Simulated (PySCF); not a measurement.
## How well do the runs reproduce experiment for ethylene glycol?

**The experiment to reproduce.**

NIST CCCBDB Release 22 (SRD 101), experimental polarizabilities lists, for the gas: mean polarisability 5.71 Å³.

The results are set against them at the end.

Ethylene glycol, C2H6O2.
SMILES with atom numbers: `[OH:1][CH2:2][CH2:3][OH:4]` (hydrogens: H5 on O1; H6, H7 on C2; H8, H9 on C3; H10 on O4)

Cartesian coordinates in Å at the PBE0-D3(BJ)/def2-TZVP level; atoms count from 1:
```xyz
10
C2H6O2 angstrom
O      1.2995   -0.6195    0.3400
C      0.5414    0.4871   -0.1201
C     -0.8402   -0.0320   -0.4267
O     -1.4592   -0.5623    0.7194
H      2.1049   -0.3006    0.7511
H      0.4737    1.2626    0.6530
H      0.9860    0.9261   -1.0234
H     -1.4693    0.7846   -0.7888
H     -0.7701   -0.7857   -1.2240
H     -0.8273   -1.1774    1.1060
```

Runs made with PySCF (gas phase, on this PBE0-D3(BJ)/def2-TZVP geometry; no spin–orbit coupling):

| level | job | basis functions | wall time |
| --- | --- | --- | --- |
| CAM-B3LYP/aug-cc-pVTZ | 10 singlets by full TDDFT, 4 Tamm–Dancoff triplets, polarisability | 322 | 39 s |
| PBE0/aug-cc-pVTZ | 10 singlets by full TDDFT, 4 Tamm–Dancoff triplets, polarisability, dynamic polarisability | 322 | 37 s |
| wB97X-D/aug-cc-pVTZ | 10 singlets by full TDDFT, 4 Tamm–Dancoff triplets, polarisability, ΔSCF ions | 322 | 2.7 min |

Hardware: one thread of an Arm Neoverse V2, on a shared host.

**Comparison with experiment**

**Mean polarisability.** Measured: 5.71 Å³ (NIST CCCBDB Release 22 (SRD 101), experimental polarizabilities).

| level | computed (Å³) | computed − measured (Å³) | % (from the printed values) |
| --- | --- | --- | --- |
| CAM-B3LYP/aug-cc-pVTZ | 5.58 | -0.13 | -2 |
| PBE0/aug-cc-pVTZ | 5.61 | -0.10 | -2 |
| wB97X-D/aug-cc-pVTZ | 5.58 | -0.13 | -2 |

All 3 levels lie below the measurement. The computed values are static and purely electronic, with core orbitals frozen in the response (1 au = 0.148185 Å³). The table of measured values doesn't say here whether a value is static or optical, or holds a vibrational part. The measurement averages over conformers, the calculation has one.

The geometry is computed, not the measured one. Where a level misses, the cause wasn't examined.
